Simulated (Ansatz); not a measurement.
Theory: Ansatz, DFT PBE, scalar-relativistic, plane waves, PAW. All cells share a 420 eV cutoff and Γ-centred k meshes spaced at most about 0.3 Å⁻¹ (about 0.25 or finer for metals, 2π included). No spin polarisation in the final relaxations.

Temperature and zero-point effects are left out.

Two forms of Al2Cu were relaxed alike.

A.

Space group P4/mmm (No. 123). a = 4.134 Å, b = 4.134 Å, c = 2.869 Å, α = 90.00°, β = 90.00°, γ = 90.00°
```json
{"atom": "Al", "site": "2e", "symmetry": "mmm.", "x": "0.5000", "y": "0.0000", "z": "0.5000"}
{"atom": "Cu", "site": "1a", "symmetry": "4/mmm", "x": "0.0000", "y": "0.0000", "z": "0.0000"}
```

B.

Space group F-43m (No. 216). a = 5.942 Å, b = 5.942 Å, c = 5.942 Å, α = 90.00°, β = 90.00°, γ = 90.00°
```csv
atom,site,symmetry,x,y,z
Al,4d,-43m,0.2500,0.2500,0.7500
Al,4b,-43m,0.5000,0.0000,0.0000
Cu,4c,-43m,0.2500,0.2500,0.2500
```

Question: Which form is favoured at zero pressure, and by what margin per atom?

Answer: A is lower, by 186 meV/atom. A has space group P4/mmm (No. 123), 16.3 Å³/atom and no gap on its mesh; B has space group F-43m (No. 216), 17.5 Å³/atom and no gap. Counting all near atoms (those within 1.25 times the shortest distance at each site; a plus sign parts nearer from farther groups; a slash parts the counts of unlike sites), A has Al 4+6, Cu 8+2 and B has Al 8/4+6, Cu 4+6. The denser one is the lower, and pressure would at first widen the difference. In A, around Al lie 4 Cu at 2.52 Å and 6 Al at 2.87–2.92 Å; Cu is surrounded by 8 Al at 2.52 Å and 2 Cu at 2.87 Å. In B, around Al on its first site lie 4 Al at 2.57 Å and 6 Cu at 2.97 Å; Al on its second site is surrounded by 4 Al at 2.57 Å and 4 Cu at 2.57 Å; Cu has 4 Al at 2.57 Å and 6 Al at 2.97 Å. Origin: A is a Materials Project cell, relaxed; B was invented. A third cell relaxed alike, in Fm-3m (a Materials Project cell), lies 156 meV/atom below the lower of the two.

Cells relaxed within their symmetry can be saddle points.
